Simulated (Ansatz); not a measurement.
Method: DFT PBE, scalar-relativistic, plane waves, PAW in Ansatz 0.2.0. All cells share a 420 eV cutoff and Γ-centred k meshes spaced at most about 0.3 Å⁻¹ (about 0.25 or finer for metals, 2π included). No spin polarisation in the final relaxations.

These are static total energies at zero pressure.

Compare these two cells of Sb, each relaxed at this level.

A. Space group Pm-3m (No. 221), cubic, a = 3.109 Å. Sb has 6 Sb at 3.11 Å.

B. Space group R-3m (No. 166), trigonal, a = 4.374 Å, c = 11.540 Å. Sb is surrounded by 3 Sb at 2.95 Å and 3 Sb at 3.43 Å.

Task: Which form is favoured at zero pressure, and by what margin per atom?

Result: B is lower, by 47 meV/atom. The two are nearly one structure: a small distortion parts them. A has the simple cubic type, space group Pm-3m (No. 221), 30.1 Å³/atom and no gap on its mesh; B has space group R-3m (No. 166), 31.9 Å³/atom and no gap. Counting all near atoms (those within 1.25 times the shortest such distance or 1.15 times the sum of covalent radii; a plus sign parts nearer from farther groups), A has Sb 6 and B has Sb 3+3. The lower one is the more open, so pressure narrows the difference. Both come from invented guesses. The part of the Crystallography Open Database at hand lists Sb in space groups No. 139, 166, 194, 221, 225 and others; sharing a group (Pm-3m and R-3m) doesn't make a cell the listed structure.

These runs have no spin–orbit coupling, which can matter for Sb. The zero gap of R-3m may come from the functional, which often closes small gaps, or the cell may be a true semimetal. Cells relaxed within their symmetry can be saddle points. The R-3m cell of Sb came from shaking the Pm-3m one.
